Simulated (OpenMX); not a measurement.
The system is W.

```
CELL_PARAMETERS angstrom
-1.58234 1.58234 1.58234
1.58234 -1.58234 1.58234
1.58234 1.58234 -1.58234
ATOMIC_POSITIONS crystal
W 0.00000 0.00000 0.00000
```

Base run:

```yaml
Program: OpenMX 3.8.5
Functional: PBE
Potentials_or_basis: OpenMX 2013 PBE set, W7.0-s3p2d2f1, grid cutoff 400 Ry
k_mesh: 13 × 13 × 13
Occupations: fermi-dirac, width 0.05 eV
Spin: no spin polarisation
```

Its results: pressure 6.2 GPa.

Task: The run is repeated on the same cell with these changes: potentials or basis from OpenMX 2013 PBE set, W7.0-s3p2d2f1, grid cutoff 400 Ry to OpenMX 2013 PBE set, W7.0-s3p2d2, grid cutoff 400 Ry. What comes out?

Result: Pressure 10.2 GPa.

Caveats: the basis of atomic orbitals isn't converged, which shifts pressures, moduli and gaps.
